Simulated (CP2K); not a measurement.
# Sn in CP2K: the effect of functional

Crystal: Sn.

```
CELL_PARAMETERS angstrom
4.45495 0.00000 0.00000
-3.30667 2.98538 0.00000
-0.57414 -1.49269 4.15799
ATOMIC_POSITIONS crystal
Sn 0.00000 0.00000 0.00000
Sn 0.75000 0.25000 0.50000
```

Alike in all runs:

```yaml
Program: CP2K 2026.2
Task: band structure
Potentials_or_basis: POTENTIAL_UZH Sn GTH-PBE-q4; TZVP-MOLOPT-PBE-GTH basis
Density_cutoff: 9184 eV
k_mesh: 9 × 9 × 9
Occupations: fermi-dirac, width 0.05 eV
Spin: no spin polarisation
```

```csv
functional,pressure (GPa)
PBE,2.4
LDA,2.1
PBEsol,1.8
vdW-DF2,7.1
OLYP,1.1
rev-vdW-DF2,3.4
HLE17,?
```

**Question.** What does the run with functional HLE17 give?

**Answer.** Pressure -1.0 GPa.

Caveats: the basis of atomic orbitals isn't converged, which shifts pressures, moduli and gaps; the potentials were made for another functional, which shifts forces and pressure (some runs); the potentials were made for a functional far from this one (some runs).
